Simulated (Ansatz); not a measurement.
Runs of Ansatz 0.2.0 on La2O3. Symmetry: P-3m1, No. 164, trigonal system. Conventional cell: a = 3.931 Å, b = 3.931 Å, c = 6.112 Å, α = 90.00°, β = 90.00°, γ = 120.00°. La (site symmetry 3m) has 4 O at 2.36 to 2.44 Å as nearest neighbours. O (site symmetry -3m) has 6 La at 2.72 Å as nearest neighbours. O (site symmetry 3m) is surrounded by 4 La at 2.36 to 2.44 Å. The cell is a database's computed one.

```csv
task,level,U,cell,cutoff (eV),points for each segment of the path,hubbard projectors,double counting,gap on the mesh (eV),pressure (GPa),relaxed volume (Å³/atom),largest force (eV/Å)
relaxation of cell and atoms,LDA,-,relaxed,420,-,-,-,(c),0.0,15.54,-
band structure,RPBE,-,as given,420,14,-,-,3.95,5.0,-,(a)
band structure,r2SCAN+U,La f U = 8 eV,as given,500,14,ortho-atomic (the default),fll (the default),4.28,4.5,-,0.10
relaxation of cell and atoms,PBE+U,La f U = 8 eV,relaxed,420,-,ortho-atomic (the default),fll (the default),3.82,0.0,17.15,-
single point,PBE,-,as given,600,-,-,-,(b),1.9,-,0.02
```

Alike in all rows: potentials or basis Ansatz PAW; no spin polarisation; k mesh 8 × 8 × 5; smearing fermi-dirac 0.05 eV.

**Question.** Fill in the values left out.

**Answer.** (a) 0.06; (b) 3.87; (c) 3.80.

Caveats: spin-orbit coupling is left out, which moves the levels of the heavy elements; odd divisions of the mesh miss points on the zone boundary, where band edges often lie, so the gap on the mesh can be too wide (some runs); the PAW data sets come from PBE, with cores solved anew for the run's functional, which leaves a small shift of forces and pressure (some runs); the plane-wave basis is chosen anew once the cell has moved, so the energies of steps on either side of that aren't comparable (some runs); the magnetic or orbital state may not be the lowest (some runs); the k mesh misses the band edges, so the gap on the mesh is wider than the one along the path (some runs).

A k mesh can miss the band edges, and the runs leave out spin-orbit coupling on La.
